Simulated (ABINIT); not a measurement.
A run of ABINIT 10.8.3 (patched build) is set up as follows.

Contents of run.abi:

```
# Datasets: one volume each
ndtset 7
getwfk -1
scalecart1 3*0.9795861087
scalecart2 3*0.9864848297
scalecart3 3*0.9932883884
scalecart4 3*1.0000000000
scalecart5 3*1.0066227096
scalecart6 3*1.0131594038
scalecart7 3*1.0196128224

# Pseudopotentials
pp_dirpath "./"
pseudos "Ru.GGA_PBE-JTH.xml, Al.GGA_PBE-JTH.xml"

# Structure
acell 3*1.0 Angstrom
rprim
     2.9916000000     0.0000000000     0.0000000000
     0.0000000000     2.9916000000     0.0000000000
     0.0000000000     0.0000000000     2.9916000000
ntypat 2
znucl 44 13
natom 2
typat 1 2
xred
     0.5000000000     0.5000000000     0.5000000000
     0.0000000000     0.0000000000     0.0000000000

# Plane-wave basis
ecut 15.0
pawecutdg 30.0
pawxcdev 0

# k points
kptopt 1
ngkpt 9 9 9
nshiftk 1
shiftk 0.0 0.0 0.0

# Exchange and correlation
ixc 11

# Bands and occupations
nband 14
occopt 3
tsmear 0.05 eV

# SCF cycle
nstep 100
tolvrs 1.0e-9

# Output
iomode 3
prtwf 1
prtden 0
prteig 0
prtebands 0
```

Potentials or basis: JTH PAW PBE v2.0.

Run with:

```sh
$ abinit run.abi > log 2>&1
```

(1) Estimate the bulk modulus.

(2) What does it give for the equilibrium volume?

(3) Predict the pressure derivative of the bulk modulus.

Results:

(1) 204 GPa.

(2) 13.57 Å³/atom.

(3) 4.4.

Caveat: pressures at fixed basis lie under the slope of the energies.
